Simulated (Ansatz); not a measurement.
A plane-wave DFT run in Ansatz 0.2.0 (scalar-relativistic PAW potentials unless the input names others): input and command.

```yaml
crystal:
  lattice:
    - [-2.0891997918, 2.101767403, 0.0]
    - [-2.0891997918, -2.101767403, 0.0]
    - [0.0, 0.0, 10.3472134853]
  atoms:
    - { symbol: Cu, position: [1.0, 0.5, 0.0] }
    - { symbol: Cu, position: [1.0, 0.5, 0.5] }
    - { symbol: Cu, position: [0.5, 1.0, 0.25] }
    - { symbol: Cu, position: [0.5, 1.0, 0.75] }
    - { symbol: O, position: [0.5, 0.5, 0.125] }
    - { symbol: O, position: [0.5, 0.5, 0.625] }
    - { symbol: O, position: [0.5, 0.5, 0.375] }
    - { symbol: O, position: [0.5, 0.5, 0.875] }
basis:
  ecutwfc: "40 Ry/bohr"
kpoints:
  mp_grid: { grid: [16, 16, 5] }
hamiltonian:
  xc: pbe
  hubbard: { sites: [{ species: Cu, l: d, u_eff: 4.0 }] }
scf:
  occupations: { method: gaussian, width: 0.15 }
  max_iter: 80
output:
  forces: true
  eigenvalues: true
  stress: true
```

```bash
ansatz run input.yaml --threads 2 --pin off --max-ram 5120MiB --backend cpu --events-out ev --progress --plain --runs-dir out
```

**Question.** What will the program do with this input?

**Answer.** The program refuses it, because of a cutoff in the wrong unit (basis.ecutwfc: 420 → "40 Ry/bohr"). With the sound run's settings it is accepted.

Abridged log:
```
Error: YAML parse error: error: line 16 column 12: unknown unit factor `Ry/bohr`
  --> <input>:16:12
   |
14 |     - { symbol: O, position: [0.5, 0.5, 0.875] }
15 | basis:
16 |   ecutwfc: "40 Ry/bohr"
   |            ^ unknown unit factor `Ry/bohr`
17 | kpoints:
18 |   mp_grid: { grid: [16, 16, 5] }
   |
```